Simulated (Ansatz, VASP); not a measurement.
**Two plane-wave programs on MgO (ke600)**

INCAR

```
SYSTEM = MgO
  PREC = Accurate
  ENCUT = 600
  EDIFF = 1E-7
  ISMEAR = 0
  SIGMA = 0.02
  LREAL = .FALSE.
  LASPH = .TRUE.
  NELM = 100
  ALGO = Normal
  ISIF = 3
  LWAVE = .FALSE.
  LCHARG = .FALSE.
  GGA = CA
  IBRION = 2
  NSW = 100
  EDIFFG = -0.002
```

KPOINTS

```
regular mesh
0
G
  10 10 10
  0 0 0
```

Contents of POSCAR:

```
MgO
1.0
    0.0000000000      2.0805909293      2.0805909293
    2.0805909293      0.0000000000      2.0805909293
    2.0805909293      2.0805909293      0.0000000000
Mg O
1 1
Direct
    0.0000000000      0.0000000000      0.0000000000
    0.5000000000      0.5000000000      0.5000000000
```

Input for Ansatz:

```yaml
crystal:
  lattice:
    - [0.0, 2.0805909293, 2.0805909293]
    - [2.0805909293, 0.0, 2.0805909293]
    - [2.0805909293, 2.0805909293, 0.0]
  atoms:
    - { symbol: Mg, position: [0.0, 0.0, 0.0] }
    - { symbol: O, position: [0.5, 0.5, 0.5] }
basis:
  ecutwfc: 600.0
kpoints:
  mp_grid: { grid: [10, 10, 10] }
hamiltonian:
  xc: lda
  pseudopotentials: { kind: paw, azcp: { folder: soft_1 } }
scf:
  occupations: { method: gaussian, width: 0.02 }
output:
  forces: true
  stress: true
  eigenvalues: true
relax:
  adjacent_minimum: "off"
  f_tol: 0.002
  max_steps: 80
  cell: { stress_tol: 0.02 }
```

Alike in both runs: task relaxation of cell and atoms; functional LDA; k mesh 10 × 10 × 10; occupations gaussian, width 0.02 eV; no spin polarisation.

|  | VASP | Ansatz |
| --- | --- | --- |
| version | VASP 6.6.1 | Ansatz 0.2.0 |
| potentials or method | VASP PAW LDA potentials, release 64 (Mg, O) | scalar-relativistic, plane waves, PAW |
| plane-wave cutoff (eV) | 600 | 600 |
| valence electrons in the cell | 8 | 16 |

VASP gave:

```
gap on the k mesh at the Fermi level, each at its own relaxed structure (eV) : 5.15
relaxed volume (Å³/atom)                                                     : 8.89
relaxed cell length with the largest relative difference (Å)                 : 2.930
```

Estimate Ansatz's values.

gap on the k mesh at the Fermi level, each at its own relaxed structure (eV): 5.03; relaxed volume (Å³/atom): 9.00; relaxed cell length with the largest relative difference (Å): 2.942.

The two sets of potentials don't hold the same shells in valence. Ansatz warned: «pseudo_functional_mismatch».

As with any semilocal functional, this LDA gap is likely too small. LDA usually gives volumes a few per cent too small. Zero-point motion and thermal expansion aren't in these numbers.
